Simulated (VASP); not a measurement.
# S (P3_221) in VASP: a series of runs

One crystal, S, is run at these levels: PBEsol; tasks: relaxation of cell and atoms.

Program: VASP 6.6.1. These are calculated values, not measurements. Logs are shortened: lines on timing, memory, paths and dates and some standing lists are left out, and cuts for length are marked.

### Step 1. The crystal as given

The structure is trigonal, space group P3_221 (No. 154). The conventional cell has a = 7.848 Å, b = 7.848 Å, c = 4.372 Å, α = 90.00°, β = 90.00°, γ = 120.00°. S (site symmetry 2) has 2 S at 2.06 Å as nearest neighbours. S (site symmetry 1) has 2 S at 2.06 Å as nearest neighbours.

This isn't the form of S at room conditions, which is orthorhombic, of S8 rings.

### Step 2. Relaxation of cell and atoms, PBEsol

INCAR

```
SYSTEM = S
ALGO = Fast ; EDIFF = 1E-7
EDIFFG = -0.005 ; ENCUT = 580
GGA = PS ; IBRION = 2
ISIF = 3 ; ISMEAR = 0
LASPH = .TRUE. ; LCHARG = .FALSE.
LREAL = .FALSE. ; LWAVE = .FALSE.
NELM = 100 ; NSW = 90
PREC = Accurate ; SIGMA = 0.02
```

KPOINTS

```
k-points
0
G
  6 6 6
  0 0 0
```

POSCAR

```
S
1.0
    7.8483716200      0.0000000000      0.0000000000
   -3.9241858100      6.7968892000      0.0000000000
    0.0000000000      0.0000000000      4.3718472700
S
9
Direct
    0.1074698100      0.1074698100      0.5000000000
    0.4497097800      0.6897898700      0.7335943500
    0.6897898700      0.4497097800      0.2664056500
    0.8925301900      0.0000000000      0.1666666700
    0.2400800900      0.5502902200      0.0669276800
    0.3102101300      0.7599199100      0.4002610200
    0.5502902200      0.2400800900      0.9330723200
    0.7599199100      0.3102101300      0.5997389800
    0.0000000000      0.8925301900      0.8333333300
```

Potentials or basis: VASP PAW PBE potentials, release 64 (S).

Started as:

```bash
> cat potpaw_PBE.64/S/POTCAR > POTCAR
> mpirun -np 1 vasp_std > vasp.out
```

OUTCAR:

```text
SYSTEM = S
   EDIFF = 1E-7
   EDIFFG = -0.005
   ENCUT = 580
   GGA = PS
   IBRION = 2
   ISIF = 3
   ISMEAR = 0
   LASPH = .TRUE.
   LREAL = .FALSE.
   NELM = 100
   NSW = 90
   PREC = Accurate

 ion  position               nearest neighbor table
   1  0.107  0.107  0.500-   9 2.06   4 2.06
   2  0.450  0.690  0.734-   5 2.06   6 2.06
   3  0.690  0.450  0.266-   7 2.06   8 2.06
   4  0.893  0.000  0.167-   1 2.06   9 2.06
   5  0.240  0.550  0.067-   2 2.06   6 2.06
   6  0.310  0.760  0.400-   2 2.06   5 2.06
   7  0.550  0.240  0.933-   3 2.06   8 2.06
   8  0.760  0.310  0.600-   3 2.06   7 2.06
   9  0.000  0.893  0.833-   1 2.06   4 2.06

  LATTYP: Found a hexagonal cell.
 ALAT       =     7.8483716200
 C/A-ratio  =     0.5570387695

  Lattice vectors:

 A1 = (   7.8483716200,   0.0000000000,   0.0000000000)
 A2 = (  -3.9241858100,   6.7968892000,   0.0000000000)
 A3 = (   0.0000000000,   0.0000000000,   4.3718472700)

Analysis of symmetry for initial positions (statically):
=====================================================================
 Subroutine PRICEL returns:
 Original cell was already a primitive cell.

 Routine SETGRP: Setting up the symmetry group for a
 hexagonal supercell.

 Subroutine GETGRP returns: Found  6 space group operations
 (whereof  2 operations were pure point group operations)
 out of a pool of 24 trial point group operations.

The static configuration has the point symmetry C_2 .
 The point group associated with its full space group is D_3 .

Analysis of symmetry for dynamics (positions and initial velocities):
=====================================================================
 Subroutine PRICEL returns:
 Original cell was already a primitive cell.

 Routine SETGRP: Setting up the symmetry group for a
 hexagonal supercell.

 Subroutine GETGRP returns: Found  6 space group operations
 (whereof  2 operations were pure point group operations)
 out of a pool of 24 trial point group operations.

The dynamic configuration has the point symmetry C_2 .
 The point group associated with its full space group is D_3 .

 Subroutine INISYM returns: Found  6 space group operations
 (whereof  2 operations are pure point group operations),
 and found     1 'primitive' translations

----------------------------------------------------------------------------------------

                                     Primitive cell

  volume of cell :     233.2141

  direct lattice vectors                    reciprocal lattice vectors
     7.848371620  0.000000000  0.000000000     0.127414966  0.073563065  0.000000000
    -3.924185810  6.796889200  0.000000000     0.000000000  0.147126129  0.000000000
     0.000000000  0.000000000  4.371847270     0.000000000  0.000000000  0.228736261

  length of vectors
     7.848371620  7.848371619  4.371847270     0.147126129  0.147126129  0.228736261

  position of ions in fractional coordinates (direct lattice)
     0.107469810  0.107469810  0.500000000
     0.449709780  0.689789870  0.733594350
     0.689789870  0.449709780  0.266405650
     0.892530190  0.000000000  0.166666670
     0.240080090  0.550290220  0.066927680
     0.310210130  0.759919910  0.400261020
     0.550290220  0.240080090  0.933072320
     0.759919910  0.310210130  0.599738980
     0.000000000  0.892530190  0.833333330

  ion indices of the primitive-cell ions
   primitive index   ion index
                 1           1
                 2           2
                 3           3
                 4           4
                 5           5
                 6           6
                 7           7
                 8           8
                 9           9

----------------------------------------------------------------------------------------

 KPOINTS: k-points

Automatic generation of k-mesh.
 Grid dimensions read from file:
 generate k-points for:    6    6    6

 Generating k-lattice:

  Cartesian coordinates                     Fractional coordinates (reciprocal lattice)
     0.021235828  0.012260511  0.000000000     0.166666667  0.000000000  0.000000000
     0.000000000  0.024521022  0.000000000     0.000000000  0.166666667  0.000000000
     0.000000000  0.000000000  0.038122710     0.000000000  0.000000000  0.166666667

  Length of vectors
     0.024521022  0.024521022  0.038122710

  Shift w.r.t. Gamma in fractional coordinates (k-lattice)
     0.000000000  0.000000000  0.000000000

 Subroutine IBZKPT returns following result:
 ===========================================

 Found     34 irreducible k-points:

 Following reciprocal coordinates:
            Coordinates               Weight
  0.000000  0.000000  0.000000      1.000000
  0.166667 -0.000000  0.000000      6.000000
  0.333333  0.000000  0.000000      6.000000
  0.500000  0.000000  0.000000      3.000000
  0.166667  0.166667  0.000000      6.000000
  0.333333  0.166667  0.000000     12.000000
[... 16 lines left out ...]
[... 21 lines left out ...]
   EDIFF  = 0.1E-06   stopping-criterion for ELM
   LREAL  =      F    real-space projection
   EDIFFG = -.5E-02   stopping-criterion for IOM
   NSW    =     90    number of steps for IOM
   IBRION =      2    ionic relax: 0-MD 1-quasi-New 2-CG
   NFREE  =      1    steps in history (QN), initial steepest desc. (CG)
   ISIF   =      3    stress and relaxation
   ISYM   =      2    0-nonsym 1-usesym 2-fastsym
   POTIM  = 0.5000    time-step for ionic-motion
   TEBEG  =    0.0;   TEEND  =   0.0 temperature during run
   PSTRESS=    0.0 pullay stress
   NELECT =      54.0000    total number of electrons
   NUPDOWN=      -1.0000    fix difference up-down
   EMIN   =  10.00;   EMAX   =-10.00  energy-range for DOS
   EFERMI =   0.00;   METHOD = LEGACY
   ISMEAR =     0;   SIGMA  =   0.02  broadening in eV -4-tet -1-fermi 0-gaus
   EFERMI_NEDOS =   21; number of points for ismear=-14 and -15
   IALGO  =     68    algorithm
   IMIX   =      4    mixing-type and parameters
     AMIX     =   0.40;   BMIX     =  1.00
     AMIX_MAG =   1.60;   BMIX_MAG =  1.00
  volume/ion in A,a.u.               =      25.91       174.87
  Fermi-wavevector in a.u.,A,eV,Ry     =   1.005282  1.899707 13.749933  1.010592
  Thomas-Fermi vector in A             =   2.137951
   LORBIT       =      0    0 simple, 1 ext, 2 COOP (PROOUT), +10 PAW based schemes
   GGA     = PS    functional components
   LHFCALC =     F    Hartree Fock is set to
   AEXX    =    0.0000 exact exchange contribution
   IVDW    =     0    specifies the selected vdW correction
   LEPSILON=     F    determine dielectric tensor
   LRPA    =     F    only Hartree local field effects (RPA)
 conjugate gradient relaxation of ions
 non-spin polarized calculation
 RMM-DIIS sequential band-by-band and
 Gauss-broadening in eV      SIGMA  =   0.02
  energy-cutoff  :      580.00
  volume of cell :      233.21
 maximum number of plane-waves:      7458
 NGX is ok and might be reduce to    64
   NGX = 31   NGY = 31   NGZ = 17

--------------------------------------- Ionic step        1  -------------------------------------------

 number of electron      54.0000002 magnetization

 Free energy of the ion-electron system (eV)
  ---------------------------------------------------
  ext. energy  EPLUGINS =         0.00000000
  ---------------------------------------------------
  free energy    TOTEN  =       -39.26067634 eV

  energy without entropy =      -39.26067634  energy(sigma->0) =      -39.26067634

------------------------ aborting loop because EDIFF is reached ----------------------------------------

  FORCE on cell =-STRESS in cart. coord.  units (eV):
  Direction    XX          YY          ZZ          XY          YZ          ZX
  --------------------------------------------------------------------------------------
  -------------------------------------------------------------------------------------
  Total       -0.1723342     -0.1723342     -0.3597678     -0.0000000     -0.0000000      0.0000000
  in kB       -1.1839334     -1.1839334     -2.4715994     -0.0000000     -0.0000000      0.0000000
  external PRESSURE =      -1.6131554 kB  Pullay stress =       0.0000000 kB
[... 110 lines left out ...]
  FREE ENERGIE OF THE ION-ELECTRON SYSTEM (eV)
  ---------------------------------------------------
  free  energy   TOTEN  =       -39.2649561139 eV

  energy  without entropy=      -39.2649561139  energy(sigma->0) =      -39.26495611

[... ionic steps 4 to 81 ...]

--------------------------------------- Ionic step       82  -------------------------------------------

 number of electron      54.0000000 magnetization

------------------------ aborting loop because EDIFF is reached ----------------------------------------
[... 81 lines left out ...]
--------------------------------------- Ionic step       84  -------------------------------------------

 number of electron      54.0000000 magnetization

 Free energy of the ion-electron system (eV)
  ---------------------------------------------------
  ext. energy  EPLUGINS =         0.00000000
  ---------------------------------------------------
  free energy    TOTEN  =       -39.28869204 eV

  energy without entropy =      -39.28869204  energy(sigma->0) =      -39.28869204

 E-fermi :   2.6481     XC(G=0):  -8.7863

 val. band max:        2.5191774987   @ k =   0.0000   0.0000   0.3333
 cond. band min:       4.4703476232   @ k =   0.5000   0.0000   0.5000
 fundamental gap:      1.9511701245
 Fermi energy:         2.6480640291

 k-point     1 :       0.0000    0.0000    0.0000
  band No.  band energies     occupation
      1     -14.0352      2.00000
      2     -13.7946      2.00000
      3     -13.7116      2.00000
      4      -8.9756      2.00000
      5      -8.9756      2.00000
      6      -8.8660      2.00000
[... 829 lines left out ...]
     31       5.4324      0.00000
     32       5.6088      0.00000

 [... further k-points ...]

------------------------ aborting loop because EDIFF is reached ----------------------------------------

  FORCE on cell =-STRESS in cart. coord.  units (eV):
  Direction    XX          YY          ZZ          XY          YZ          ZX
  --------------------------------------------------------------------------------------
  -------------------------------------------------------------------------------------
  Total       -0.0119937     -0.0119937      0.0335953     -0.0000000      0.0000000      0.0000000
  in kB       -0.0886469     -0.0886469      0.2483064     -0.0000000      0.0000000      0.0000000
  external PRESSURE =       0.0236709 kB  Pullay stress =       0.0000000 kB
[... 24 lines left out ...]
  FREE ENERGIE OF THE ION-ELECTRON SYSTEM (eV)
  ---------------------------------------------------
  free  energy   TOTEN  =       -39.2886920400 eV

  energy  without entropy=      -39.2886920400  energy(sigma->0) =      -39.28869204

 reached required accuracy - stopping structural energy minimisation
```

Run time: 2.9 h. Hardware: 1 thread of Intel Xeon Platinum 8375C at 2.90GHz (Ice Lake), shared host; peak memory 0.53 GiB.

Results:

| Property | Result |
| --- | --- |
| Free energy | -39.2887 eV |
| Relaxed volume | 24.09 Å³/atom |
| Relaxed cell | a = 7.581 Å, b = 7.581 Å, c = 4.355 Å, α = 90.00°, β = 90.00°, γ = 120.00° |
| Space group after relaxing (to 0.05 Å) | P3_221 (No. 154) |
| Energy gained by relaxing | 3.1 meV/atom |
| Ionic steps | 84 |
| Pressure after relaxing | 0.0 GPa |
| Largest force after relaxing | 0.004 eV/Å |
| Band gap on the k mesh | 1.95 eV, indirect (least direct gap 2.05 eV) |

Forces in eV/Å, atoms in the order of the input:
```
S    0.002  0.003  0.000
S    0.000  0.000  0.003
S    0.000  0.000 -0.003
S   -0.004  0.000  0.000
S    0.000  0.000  0.003
S    0.000  0.000  0.003
S    0.000  0.000 -0.003
S    0.000  0.000 -0.003
S    0.002 -0.003  0.000
```

The path:
```
step  energy change (eV)  largest force (eV/Å)  pressure (GPa)  volume (Å³)
   1              0.0000                0.0920           -0.16       233.21
   4             -0.0060                0.0418           -0.28       230.45
   7             -0.0156                0.0419           -0.02       225.22
  10             -0.0232                0.0083           -0.16       218.15
  13             -0.0243                0.0563            0.05       216.41
  16             -0.0245                0.0091            0.00       216.12
  19             -0.0246                0.0115           -0.01       216.01
  22             -0.0247                0.0134           -0.01       215.78
  25             -0.0251                0.0109            0.05       214.82
  28             -0.0253                0.0420           -0.04       214.72
  31             -0.0254                0.0470           -0.02       214.46
  34             -0.0255                0.0090            0.06       214.34
  37             -0.0257                0.0189            0.01       214.66
  40             -0.0260                0.0439           -0.05       216.37
  43             -0.0261                0.0132            0.01       216.30
  46             -0.0262                0.0087            0.02       216.49
  49             -0.0262                0.0132           -0.01       216.74
  52             -0.0263                0.0072           -0.03       216.85
  55             -0.0264                0.0297            0.04       216.69
  58             -0.0265                0.0301            0.05       216.57
  61             -0.0274                0.0212            0.10       215.67
  64             -0.0277                0.0119           -0.02       215.85
  67             -0.0277                0.0104            0.02       215.84
  70             -0.0278                0.0085            0.00       215.98
  73             -0.0278                0.0071            0.02       216.05
  76             -0.0279                0.0203            0.02       216.72
  79             -0.0280                0.0031           -0.03       216.74
  82             -0.0280                0.0118            0.00       216.79
  84             -0.0280                0.0037            0.00       216.77
```

Final structure:
```
CELL_PARAMETERS angstrom
7.58106 0.00000 0.00000
-3.79053 6.56539 0.00000
0.00000 0.00000 4.35522
ATOMIC_POSITIONS crystal
S 0.11211 0.11211 0.50000
S 0.44996 0.67840 0.75636
S 0.67840 0.44996 0.24364
S 0.88789 0.00000 0.16667
S 0.22844 0.55004 0.08969
S 0.32160 0.77156 0.42302
S 0.55004 0.22844 0.91031
S 0.77156 0.32160 0.57698
S 0.00000 0.88789 0.83333
```

Levels at points of the mesh, in eV from the valence-band top:
| k point | band 23 | band 24 | band 25 | band 26 | band 27 | band 28 | band 29 | band 30 | band 31 | band 32 |
| --- | --- | --- | --- | --- | --- | --- | --- | --- | --- | --- |
| (0.00, 0.00, 0.00) | -2.12 | -2.12 | -0.79 | -0.65 | -0.29 | 3.48 | 3.48 | 3.56 | 3.56 | 3.56 |
| (0.50, 0.00, 0.00) | -2.09 | -1.87 | -0.64 | -0.55 | -0.49 | 2.75 | 3.15 | 3.28 | 3.71 | 3.80 |
| (0.00, 0.00, 0.50) | -0.55 | -0.53 | -0.53 | -0.23 | -0.23 | 2.24 | 2.32 | 2.41 | 2.41 | 2.44 |
| (0.50, 0.00, 0.50) | -0.79 | -0.68 | -0.48 | -0.46 | -0.10 | 1.95 | 2.31 | 2.54 | 2.66 | 3.01 |

Caveat: the PAW data sets were made with another functional, which shifts forces and pressure a little.

[end of part 1 of 2]
